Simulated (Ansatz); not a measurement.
Crystal: NbAs.

```
Nb As
1.0
    -1.72585    1.72585    5.84000
     1.72585   -1.72585    5.84000
     1.72585    1.72585   -5.84000
Nb As
2 2
Direct
  0.50000 0.00000 0.50000
  0.75000 0.75000 0.00000
  0.91600 0.41600 0.50000
  0.16600 0.16600 0.00000
```

```yaml
Program: Ansatz 0.2.0
Task: relaxation of cell and atoms
Functional: revPBE
Potentials_or_basis: Ansatz PAW
Cutoff: "420 eV (not typed: the program's choice for these potentials)"
k_mesh: 11 × 11 × 11
Occupations: fermi-dirac, width 0.05 eV
Spin: no spin polarisation
```

At the start: volume 17.39 Å³/atom.

Task: Where does the relaxation end?

Result: It ends after 5 steps and the volume is 17.93 Å³/atom (+3.1 %); space group I4_1md (No. 109, to 0.05 Å).

The path:
```csv
step,energy change (eV),largest force (eV/Å),volume (Å³)
1,0.0000,0.3016,69.58
2,-0.0078,0.1029,73.90
3,-0.0403,0.0047,71.83
4,-0.0405,0.0049,71.72
5,-0.0409,0.0049,71.72
```

Final structure:
```cif
data_structure
_symmetry_space_group_name_H-M 'P 1'
_symmetry_Int_Tables_number 1
_cell_length_a 6.3964
_cell_length_b 6.3964
_cell_length_c 6.3964
_cell_angle_alpha 148.377
_cell_angle_beta 148.377
_cell_angle_gamma 45.330
_cell_volume 71.72
loop_
_atom_site_label
_atom_site_type_symbol
_atom_site_fract_x
_atom_site_fract_y
_atom_site_fract_z
_atom_site_occupancy
Nb1 Nb 0.49895 0.99895 0.50000 1
Nb2 Nb 0.74895 0.74895 0.00000 1
As1 As 0.91705 0.41705 0.50000 1
As2 As 0.16705 0.16705 0.00000 1
```

Caveat: the plane-wave basis is chosen anew once the cell has moved, so the energies of steps on either side of that aren't comparable; the PAW data sets come from PBE, with cores solved anew for the run's functional, which leaves a small shift of forces and pressure.
